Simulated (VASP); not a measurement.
# AlN (P6_3/mmc) in VASP: further runs, part 2 of 2

VASP 6.6.1. Earlier steps stand in the parts before.

### Step 3. Single point, LDA

This run uses another cell than the first one, of the same volume but with other edges.

INCAR

```
SYSTEM = AlN
PREC = Accurate ; ENCUT = 520
EDIFF = 1E-6 ; ISMEAR = -1
SIGMA = 0.2 ; LREAL = .FALSE.
LASPH = .TRUE. ; NELM = 100
ALGO = Normal ; ISIF = 2
LWAVE = .FALSE. ; LCHARG = .FALSE.
GGA = CA ; NBANDS = 16
```

KPOINTS

```
regular mesh
0
G
  12 12 6
  0 0 0
```

POSCAR

```
AlN
1.0
    3.3574928291      0.0000000000      0.0000000000
   -1.6787464145      2.9076740830      0.0000000000
    0.0000000000      0.0000000000      4.0751366456
Al N
2 2
Direct
    0.3333333333      0.6666666667      0.7500000000
    0.6666666667      0.3333333333      0.2500000000
    0.3333333333      0.6666666667      0.2500000000
    0.6666666667      0.3333333333      0.7500000000
```

Potentials or basis: VASP PAW LDA potentials, release 64 (Al, N).

Launch:

```bash
$ cat potpaw_LDA.64/Al/POTCAR potpaw_LDA.64/N/POTCAR > POTCAR
$ mpirun -np 1 vasp_std > vasp.out
```

OUTCAR:

```text
SYSTEM = AlN
   PREC = Accurate
   ENCUT = 520
   EDIFF = 1E-6
   ISMEAR = -1
   LREAL = .FALSE.
   LASPH = .TRUE.
   NELM = 100
   ISIF = 2
   GGA = CA

 ion  position               nearest neighbor table
   1  0.333  0.667  0.750-   4 1.94   4 1.94   4 1.94   3 2.04   3 2.04   2 2.81   2 2.81   2 2.81
                             2 2.81   2 2.81   2 2.81
   2  0.667  0.333  0.250-   3 1.94   3 1.94   3 1.94   4 2.04   4 2.04   1 2.81   1 2.81   1 2.81
                             1 2.81   1 2.81   1 2.81
   3  0.333  0.667  0.250-   2 1.94   2 1.94   2 1.94   1 2.04   1 2.04
   4  0.667  0.333  0.750-   1 1.94   1 1.94   1 1.94   2 2.04   2 2.04

  LATTYP: Found a hexagonal cell.
 ALAT       =     3.3574928291
 C/A-ratio  =     1.2137439611

  Lattice vectors:

 A1 = (   3.3574928291,   0.0000000000,   0.0000000000)
 A2 = (  -1.6787464145,   2.9076740830,   0.0000000000)
 A3 = (   0.0000000000,   0.0000000000,   4.0751366456)

Analysis of symmetry for initial positions (statically):
=====================================================================
 Subroutine PRICEL returns:
 Original cell was already a primitive cell.

 Routine SETGRP: Setting up the symmetry group for a
 hexagonal supercell.

 Subroutine GETGRP returns: Found 24 space group operations
 (whereof 12 operations were pure point group operations)
 out of a pool of 24 trial point group operations.

The static configuration has the point symmetry D_3d.
 The point group associated with its full space group is D_6h.

Analysis of symmetry for dynamics (positions and initial velocities):
=====================================================================
 Subroutine PRICEL returns:
 Original cell was already a primitive cell.

 Routine SETGRP: Setting up the symmetry group for a
 hexagonal supercell.

 Subroutine GETGRP returns: Found 24 space group operations
 (whereof 12 operations were pure point group operations)
 out of a pool of 24 trial point group operations.

The dynamic configuration has the point symmetry D_3d.
 The point group associated with its full space group is D_6h.

 Subroutine INISYM returns: Found 24 space group operations
 (whereof 12 operations are pure point group operations),
 and found     1 'primitive' translations

----------------------------------------------------------------------------------------

                                     Primitive cell

  volume of cell :      39.7835

  direct lattice vectors                    reciprocal lattice vectors
     3.357492829  0.000000000  0.000000000     0.297841291  0.171958750  0.000000000
    -1.678746414  2.907674083  0.000000000     0.000000000  0.343917500  0.000000000
     0.000000000  0.000000000  4.075136646     0.000000000  0.000000000  0.245390544

  length of vectors
     3.357492829  3.357492829  4.075136646     0.343917499  0.343917500  0.245390544

  position of ions in fractional coordinates (direct lattice)
     0.333333333  0.666666667  0.750000000
     0.666666667  0.333333333  0.250000000
     0.333333333  0.666666667  0.250000000
     0.666666667  0.333333333  0.750000000

  ion indices of the primitive-cell ions
   primitive index   ion index
                 1           1
                 2           2
                 3           3
                 4           4

----------------------------------------------------------------------------------------
[... 32 lines left out ...]
  0.416667 -0.000000  0.000000      6.000000
[... 16 lines left out ...]
  0.250000  0.000000  0.166667     12.000000
  0.333333  0.000000  0.166667     12.000000
 [... further k-points ...]
   k-points           NKPTS =     76   k-points in BZ     NKDIM =     76   number of bands    NBANDS=     16
   number of dos      NEDOS =    301   number of ions     NIONS =      4
   total plane-waves  NPLWV =  23520
   dimension x,y,z NGX =    28 NGY =   28 NGZ =   30
   dimension x,y,z NGXF=    56 NGYF=   56 NGZF=   60
   ions per type =               2   2
   NGX,Y,Z   is equivalent  to a cutoff of  13.86, 13.86, 12.24 a.u.
   NGXF,Y,Z  is equivalent  to a cutoff of  27.73, 27.73, 24.48 a.u.
 SYSTEM =  AlN
   PREC   = accura    normal or accurate (medium, high low for compatibility)
   ISTART =      0    job   : 0-new  1-cont  2-samecut
   ICHARG =      2    charge: 1-file 2-atom 10-const
   ISPIN  =      1    spin polarized calculation?
   LNONCOLLINEAR =      F non collinear calculations
   LSORBIT =      F    spin-orbit coupling
   LASPH  =      T    aspherical Exc in radial PAW
   ENCUT  =  520.0 eV  38.22 Ry    6.18 a.u.   6.24  6.24  7.58*2*pi/ulx,y,z
   NELM   =    100;   NELMIN=  2; NELMDL= -5     # of ELM steps
   EDIFF  = 0.1E-05   stopping-criterion for ELM
   LREAL  =      F    real-space projection
   EDIFFG = 0.1E-04   stopping-criterion for IOM
   NSW    =      0    number of steps for IOM
   IBRION =     -1    ionic relax: 0-MD 1-quasi-New 2-CG
   NFREE  =      0    steps in history (QN), initial steepest desc. (CG)
   ISIF   =      2    stress and relaxation
   ISYM   =      2    0-nonsym 1-usesym 2-fastsym
   POTIM  = 0.5000    time-step for ionic-motion
   TEBEG  =    0.0;   TEEND  =   0.0 temperature during run
   PSTRESS=    0.0 pullay stress
   NELECT =      16.0000    total number of electrons
   NUPDOWN=      -1.0000    fix difference up-down
   EMIN   =  10.00;   EMAX   =-10.00  energy-range for DOS
   EFERMI =   0.00;   METHOD = LEGACY
   ISMEAR =    -1;   SIGMA  =   0.20  broadening in eV -4-tet -1-fermi 0-gaus
   EFERMI_NEDOS =   21; number of points for ismear=-14 and -15
   IALGO  =     38    algorithm
   IMIX   =      4    mixing-type and parameters
     AMIX     =   0.40;   BMIX     =  1.00
     AMIX_MAG =   1.60;   BMIX_MAG =  1.00
  volume/ion in A,a.u.               =       9.95        67.12
  Fermi-wavevector in a.u.,A,eV,Ry     =   1.208409  2.283561 19.867927  1.460251
  Thomas-Fermi vector in A             =   2.344017
   LORBIT       =      0    0 simple, 1 ext, 2 COOP (PROOUT), +10 PAW based schemes
   GGA     = CA    functional components
   LHFCALC =     F    Hartree Fock is set to
   AEXX    =    0.0000 exact exchange contribution
   IVDW    =     0    specifies the selected vdW correction
   LEPSILON=     F    determine dielectric tensor
   LRPA    =     F    only Hartree local field effects (RPA)
 non-spin polarized calculation
  energy-cutoff  :      520.00
  volume of cell :       39.78
 maximum number of plane-waves:      1095
 NGX is ok and might be reduce to    28

 number of electron      16.0000001 magnetization

 Free energy of the ion-electron system (eV)
  ---------------------------------------------------
  ext. energy  EPLUGINS =         0.00000000
  ---------------------------------------------------
  free energy    TOTEN  =       -32.42130410 eV

  energy without entropy =      -32.42128409  energy(sigma->0) =      -32.42129410

 E-fermi :   9.3142     XC(G=0): -11.4797

 val. band max:        7.4927541054   @ k =   0.0000   0.0000   0.0000
 cond. band min:      10.8941821300   @ k =   0.0000   0.0000   0.0000
 fundamental gap:      3.4014280246
 Fermi energy:         9.3142181558

 k-point     1 :       0.0000    0.0000    0.0000
  band No.  band energies     occupation
      1      -8.9739      2.00000
      2      -5.0338      2.00000
      3       0.8530      2.00000
      4       4.2677      2.00000
      5       4.2677      2.00000
      6       6.1436      2.00000
[... 433 lines left out ...]
      3       1.0487      2.00000
      4       2.8672      2.00000
      5       3.4345      2.00000
      6       3.7108      2.00000
[... 8 lines left out ...]
     15      18.9598      0.00000
     16      20.5155      0.00000

 [... further k-points ...]

------------------------ aborting loop because EDIFF is reached ----------------------------------------

  FORCE on cell =-STRESS in cart. coord.  units (eV):
  Direction    XX          YY          ZZ          XY          YZ          ZX
  --------------------------------------------------------------------------------------
  -------------------------------------------------------------------------------------
  Total       -2.7311835     -2.7311835     -1.0608869     -0.0000000     -0.0000000     -0.0000000
  in kB     -109.9913335   -109.9913335    -42.7244685     -0.0000000     -0.0000000     -0.0000000
  external PRESSURE =     -87.5690451 kB  Pullay stress =       0.0000000 kB

 VOLUME and BASIS-vectors are now :
 -----------------------------------------------------------------------------
  energy-cutoff  :      520.00
  volume of cell :       39.78
      direct lattice vectors                 reciprocal lattice vectors
     3.357492829  0.000000000  0.000000000     0.297841291  0.171958750  0.000000000
    -1.678746414  2.907674083  0.000000000     0.000000000  0.343917500  0.000000000
     0.000000000  0.000000000  4.075136646     0.000000000  0.000000000  0.245390544

 POSITION                                       TOTAL-FORCE (eV/Angst)
 -----------------------------------------------------------------------------------
     -0.00000      1.93845      3.05635        -0.000000     -0.000000      0.000000
      1.67875      0.96922      1.01878         0.000000     -0.000000      0.000000
     -0.00000      1.93845      1.01878        -0.000000      0.000000      0.000000
      1.67875      0.96922      3.05635         0.000000      0.000000      0.000000
 -----------------------------------------------------------------------------------
    total drift:                               -0.000000     -0.000000     -0.000000

  FREE ENERGIE OF THE ION-ELECTRON SYSTEM (eV)
  ---------------------------------------------------
  free  energy   TOTEN  =       -32.4213040985 eV

  energy  without entropy=      -32.4212840927  energy(sigma->0) =      -32.42129410
```

Wall time 35 s (1 thread of Intel Xeon Platinum 8259CL at 2.50GHz (Skylake/Cascade Lake), shared host); peak memory 0.16 GiB.

What came out:

| Item | Value |
| --- | --- |
| Free energy | -32.4213 eV |
| Pressure | -8.8 GPa |
| Band gap on the k mesh | 3.40 eV, direct |

Stress tensor (GPa, compression positive):
```
-11.00   0.00   0.00
  0.00 -11.00   0.00
  0.00   0.00  -4.27
```

Levels at points of the mesh, in eV from the valence-band top:
```
           k point  band 4  band 5  band 6  band 7  band 8  band 9  band 10  band 11  band 12  band 13
(0.00, 0.00, 0.00)   -3.23   -3.23   -1.35   -1.35    0.00    3.40     4.27     8.01     8.01    11.23
(0.50, 0.00, 0.00)   -4.61   -4.45   -3.85   -2.81   -1.08    3.79     7.39     7.48     9.21     9.29
(0.00, 0.00, 0.50)   -3.56   -2.33   -2.33   -2.33   -2.33    5.71     5.71     8.14     8.14     8.14
(0.50, 0.00, 0.50)   -7.14   -3.10   -3.10   -1.53   -1.53    5.19     5.19     9.89     9.89    11.42
```

A k mesh can miss the band edges. A hybrid or GW would open this gap; LDA tends to underestimate it.
